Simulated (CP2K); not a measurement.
**Sn in CP2K: the effect of functional**

The system is Sn.

```
Sn
1.0
     4.45495    0.00000    0.00000
    -3.30667    2.98538    0.00000
    -0.57414   -1.49269    4.15799
Sn
2
Direct
  0.00000 0.00000 0.00000
  0.75000 0.25000 0.50000
```

Alike in all runs:

```yaml
Program: CP2K 2026.2
Task: band structure
Potentials_or_basis: POTENTIAL_UZH Sn GTH-PBE-q4; TZVP-MOLOPT-PBE-GTH basis
Density_cutoff: 9184 eV
k_mesh: 9 × 9 × 9
Occupations: fermi-dirac, width 0.05 eV
Spin: no spin polarisation
```

One run gave: pressure -1.0 GPa. Which functional did it use?
A. OLYP
B. vdW-DF2
C. LDA
D. HLE17
E. rev-vdW-DF2

D.

```tsv
functional	pressure (GPa)
LDA	2.1
PBEsol	1.8
vdW-DF2	7.1
OLYP	1.1
rev-vdW-DF2	3.4
HLE17	-1.0
```

Caveats: the potentials were made for another functional, which shifts forces and pressure; the basis of atomic orbitals isn't converged, which shifts pressures, moduli and gaps; the potentials were made for a functional far from this one (some runs).

Runs at the PBE level aren't shown here.
